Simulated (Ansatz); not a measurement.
# CdSe: band gap under strain

Aim: follow the gap of CdSe built on the zincblende prototype through these states: +1.1 % shear in the xy plane; -0.6 % strain along [111] alone; -1.2 % equal strain in all directions. The table at the end shows which levels were run.

The runs shown are made with Ansatz 0.2.0. PAW datasets, plane waves. The values are computed, spin-unpolarised, and not measurements.

### 1 The cell

The unstrained cell was relaxed with r2SCAN; in each strained cell the atoms were relaxed again with r2SCAN. Names of k-points are those of the unstrained zone, where strain can split equivalent points. First state: +1.1 % shear in the xy plane.

It is orthorhombic, Imm2 (No. 44); a = 4.314 Å, b = 4.363 Å, c = 6.136 Å in the conventional setting, 28.87 Å³ an atom. Near Cd stand 4 Se at 2.66 Å; near Se stand 4 Cd at 2.66 Å.

Coordinates:

```cif
data_structure
_symmetry_space_group_name_H-M 'Imm2'
_symmetry_Int_Tables_number 44
_cell_length_a 4.3144
_cell_length_b 4.3626
_cell_length_c 6.1356
_cell_angle_alpha 90.000
_cell_angle_beta 90.000
_cell_angle_gamma 90.000
_cell_volume 115.48
loop_
_atom_site_label
_atom_site_type_symbol
_atom_site_symmetry_multiplicity
_atom_site_Wyckoff_symbol
_atom_site_fract_x
_atom_site_fract_y
_atom_site_fract_z
_atom_site_occupancy
Cd1 Cd 2 a 0.50000 0.50000 0.49881 1
Se1 Se 2 b 0.00000 0.50000 0.75119 1
```

### 2 +1.1 % shear in the xy plane: PBE

Input file input.yaml:

```yaml
crystal:
  lattice:
    - [0.0170261844, 3.0677809647, 3.0677809647]
    - [3.0677809647, 0.0170261844, 3.0677809647]
    - [3.0848071491, 3.0848071491, 0.0]
  atoms:
    - { symbol: Cd, position: [0.0011915085, 0.0011915085, -0.0011915085] }
    - { symbol: Se, position: [0.2488084915, 0.2488084915, 0.2511915085] }
kpoints:
  mp_grid: { grid: [8, 8, 8] }
  band_path:
    path:
      - [0.0, 0.0, 0.0]
      - [-0.5, -0.5, 0.0]
      - [-0.375, -0.375, 0.25]
      - [-0.375, 0.0, 0.375]
      - [0.0, 0.0, 0.5]
      - [-0.5, -0.25, 0.25]
    npoints: 1
hamiltonian:
  xc: pbe
scf:
  occupations: { method: fermi_dirac, width: 0.02 }
  n_extra_bands: 4
output:
  forces: true
  stress: true
  eigenvalues: true
```

After this run come: +1.1 % shear in the xy plane: r2SCAN; +1.1 % shear in the xy plane: HSE06; -0.6 % strain along [111] alone: PBE; -0.6 % strain along [111] alone: r2SCAN; -0.6 % strain along [111] alone: HSE06; -1.2 % equal strain in all directions: PBE; -1.2 % equal strain in all directions: r2SCAN; -1.2 % equal strain in all directions: HSE06.

What does the calculation give?

As calculated:

Least gap in eV (negative: overlap):

| state | PBE | r2SCAN | HSE06 |
| --- | --- | --- | --- |
| +1.1 % shear in the xy plane | 0.53 | 1.01 | 1.46 |
| -0.6 % strain along [111] alone | 0.55 | 1.03 | 1.48 |
| -1.2 % equal strain in all directions | 0.63 | 1.12 | 1.57 |

In words: Where both were run, the HSE06 gap lies +0.93 to +0.94 eV from PBE's, each on its own k points. In PBE the gap is least under +1.1 % shear in the xy plane (0.53 eV) and largest under -1.2 % equal strain in all directions (0.63 eV).
